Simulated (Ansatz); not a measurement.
## MgO (P-6m2), stationary points along a deformation path

These are results of Ansatz, DFT PBE, scalar-relativistic, plane waves, PAW, not measurements. The runs took a 420 eV cutoff, a Γ-centred 12×12×10 mesh and Gaussian smearing (0.05 eV). No spin polarisation. Energies are free energies at this smearing, counted from the undisturbed cell; pressure is positive in compression.

The undisturbed cell (relaxed at this level; this form isn't the usual structure):

```xyz
2
Lattice="2.9377 0.0000 0.0000 -1.4689 2.5441 0.0000 0.0000 0.0000 2.6798" Properties=species:S:1:pos:R:3 pbc="T T T"
Mg   -1.4689    2.5441    0.0000
O     0.0000    1.6961    1.3399
```

At fixed volume and fractional coordinates, lengths along (0.000, 0.000, 1.000) are scaled against those across it; ρ is that ratio over its starting value. V = 10.014 Å³/atom. Δσ is the stress along the axis less the mean stress across it (compression positive).

```
    ρ  ΔE (meV/atom)  Δσ (GPa) space group
0.800          570.2    126.07        P-6m2
0.850          298.3     89.59        P-6m2
0.920           77.4     44.84        P-6m2
0.960           18.4     21.73        P-6m2
1.000            0.0     -0.01        P-6m2
1.050           26.1    -25.63        P-6m2
1.100           99.3    -49.81        P-6m2
1.200          360.8    -94.25        P-6m2
1.300          740.0   -132.22        P-6m2
```

Q: How does the stress give the slope of the energy, and where is the energy stationary?

A: Along the path d ln(length) is 2/3 d ln ρ on the axis and −1/3 d ln ρ across it, so dE/d ln ρ = −(2/3) V Δσ: the energy falls with ρ where Δσ is positive. Δσ vanishes or changes sign at ρ = 1.000 (P-6m2), a minimum at 0.0 meV/atom. Pairs of stationary points between two samples would go unseen, and could change a minimum read from distant neighbours into a maximum.

Q: Integrate that slope from ρ = 1 to 0.850 by the trapezoid rule.

A: With V/N in Å³ and 1 eV/Å³ = 160.2 GPa the slopes at ρ = 1.000, 0.960, 0.920, 0.850 are 0, -906, -1868, -3733 meV/atom per unit of ln ρ. The steps add 18.5 + 59.0 + 221.7 = 299.2 meV/atom, against 298.3 from the energies; the trapezoid rule misses the curvature of the slope within each step.

The gap closes along the scan, which can put kinks into the curve.

Cost: 9 runs of about 0.2 core-minutes in all, on Intel Xeon 6975P-C (Granite Rapids) (shared hosts).